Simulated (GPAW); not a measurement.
Runs of GPAW 26.7.0 on SnTe. Symmetry: Fm-3m, No. 225, cubic system. Conventional cell: a = 6.302 Å, b = 6.302 Å, c = 6.302 Å, α = 90.00°, β = 90.00°, γ = 90.00°. Around Te (site symmetry m-3m) lie 6 Sn at 3.15 Å. Sn (site symmetry m-3m) has 6 Te at 3.15 Å as nearest neighbours. 

```csv
task,level,potentials or basis,spin,data set,band path,band points,spin axis theta (degrees),spin axis phi (degrees),gap on the mesh (eV),V0 of scaled cells (Å³/atom),B0 (GPa)
band structure,revPBE,"the program's PAW data sets (release 1.2.1) made for this functional, pw","SOC, no magnetisation",-,"GXWKGLUWLK,UX",100,0,0,0.30,-,-
equation of state,RPBE+D3,"the program's PAW data sets (release 1.2.1) made for this functional, pw",off,-,-,-,-,-,-,32.62,37
equation of state,AM05+D4,"PAW data sets generated in the run's folder for this functional, pw",off,-,-,-,-,-,-,(a),49
equation of state,LDA,"PAW data sets generated in the run's folder for this functional, pw",off,-,-,-,-,-,-,30.13,52
single point,TB-mBJ,"GPAW PAW data sets for LDA (gpaw-data 1.2.1), pw",off,-,-,-,-,-,(b),-,-
```

Alike in all rows: cell as given; k mesh 6 × 6 × 6; cutoff (eV) 600; smearing fermi-dirac 0.05 eV.

**Question.** Fill in the values left out.

**Answer.** (a) 30.24; (b) 0.10.

Caveats: spin-orbit coupling was added after a scalar SCF, so levels and gaps hold it while energy, forces, pressure and moments don't (some runs); this program's spin-orbit splittings come out too wide for heavy elements (some runs); a model potential gives levels but no total energy (some runs); the PAW data sets were made with another functional, which shifts forces and pressure a little (some runs); spin-orbit coupling is left out, which moves the levels of the heavy elements (some runs).

A k mesh can miss the band edges, and rows without SOC leave out spin-orbit coupling on Sn, Te.
